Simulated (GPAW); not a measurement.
Fitting the LDA energy curve of HgTe

```
Hg Te
1.0
     0.00000    3.21450    3.21450
     3.21450    0.00000    3.21450
     3.21450    3.21450    0.00000
Hg Te
1 1
Direct
  0.00000 0.00000 0.00000
  0.25000 0.25000 0.25000
```

The cell was scaled at fixed shape and fractions and run with GPAW, PAW data sets generated for this functional, cutoff 600 eV; LDA, k mesh 6 × 6 × 6 on the cell of 2 atoms, fermi-dirac occupations of 0.05 eV, no spin polarisation, no spin-orbit coupling. Energies are those that the program minimises, any entropy of the smearing included. For a metal such a mesh isn't converged to the digits shown.

| V (Å³/atom) | energy over the lowest row (meV/atom) |
| --- | --- |
| 31.2225 | 21.578 |
| 31.8868 | ? |
| 32.5512 | 2.531 |
| 33.2155 | 0.000 |
| 33.8798 | 1.446 |
| 34.5441 | 6.397 |
| 35.2084 | 14.461 |

Question: Fit the third-order Birch-Murnaghan form, give V0, B0 and B′, and predict the energy left open.

Answer: With y = (V0/V)^(2/3), E = E0 + (9 V0 B0/16) [(y - 1)³ B′ + (y - 1)² (6 - 4y)]. Least squares through the rows shown give V0 = 33.2937 Å³/atom, E0 = -0.023 meV, B0 = 47.19 GPa (1 eV/Å³ = 160.218 GPa) and B′ = 5.06, with a largest miss of 0.004 meV. At V = 31.8868 the form with these constants gives 9.530 meV; the run gave 9.525 meV an atom. Measured volume: 33.73 Å³/atom at 300 K (a printed reference work), so the fit lies -1.3 % from it. Measured modulus: 43 GPa (a printed reference work), so the fit lies +9.7 % from it. The runs are for a static lattice.
